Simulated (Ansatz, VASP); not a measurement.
**LiH in VASP and in Ansatz**

POSCAR

```
LiH
1.0
    2.5016587112      0.0000000000      0.0000000000
    0.0000000000      2.5016587112      0.0000000000
    0.0000000000      0.0000000000      2.5016587112
Li H
1 1
Direct
    0.0000000000      0.0000000000      0.0000000000
    0.5000000000      0.5000000000      0.5000000000
```

The input INCAR.step1:

```
SYSTEM = LiH
  ALGO = Normal
  EDIFF = 1E-5
  ENCUT = 520
  GGA = PE
  ISIF = 2
  ISMEAR = 0
  LASPH = .True.
  LCHARG = .False.
  LREAL = .False.
  LWAVE = .True.
  NBANDS = 9
  NELM = 80
  PREC = Accurate
  SIGMA = 0.01
```

File INCAR.step2:

```
SYSTEM = LiH
  AEXX = 0.35
  ALGO = Normal
  EDIFF = 1E-6
  ENCUT = 520
  GGA = PE
  HFSCREEN = 0.1
  ISIF = 2
  ISMEAR = 0
  ISTART = 1
  LASPH = .True.
  LCHARG = .False.
  LHFCALC = .True.
  LREAL = .False.
  LWAVE = .False.
  NBANDS = 9
  NELM = 80
  PREC = Accurate
  PRECFOCK = Normal
  SIGMA = 0.01
```

The input KPOINTS:

```
k-points
0
Gamma
  4 4 4
  0 0 0
```

Input for Ansatz:

```yaml
crystal:
  lattice:
    - [2.5016587112, 0.0, 0.0]
    - [0.0, 2.5016587112, 0.0]
    - [0.0, 0.0, 2.5016587112]
  atoms:
    - { symbol: Li, position: [0.0, 0.0, 0.0] }
    - { symbol: H, position: [0.5, 0.5, 0.5] }
kpoints:
  mp_grid: { grid: [4, 4, 4] }
hamiltonian:
  xc: { exchange: pbe, correlation: pbe, exx: { coeff: 0.35, omega: 0.1 } }
scf:
  occupations: { method: fixed }
  n_extra_bands: 4
output:
  forces: true
  stress: true
  eigenvalues: true
```

Alike in both runs: task single point; functional PBE-based screened hybrid; k mesh 4 × 4 × 4; no spin polarisation.

```csv
,VASP,Ansatz
version,VASP 6.6.1,Ansatz 0.2.0
potentials or method,"VASP PAW PBE potentials, release 64 (Li_sv, H)",plane waves
plane-wave cutoff (eV),520,420
occupations,"gaussian, width 0.01 eV",fixed
valence electrons in the cell,4,4
```

Ansatz gave:

| Item | Value |
| --- | --- |
| gap on the k mesh at the Fermi level (eV) | 2.22 |

**Question.** What did VASP give for the same quantities?

**Answer.** gap on the k mesh at the Fermi level (eV): 2.31.

Ansatz warned: «stress_exchange_threshold_loose».

Caveats: the k mesh is coarse (spacing up to 0.63 Å⁻¹), so the values aren't converged. A k mesh can miss the band edges.
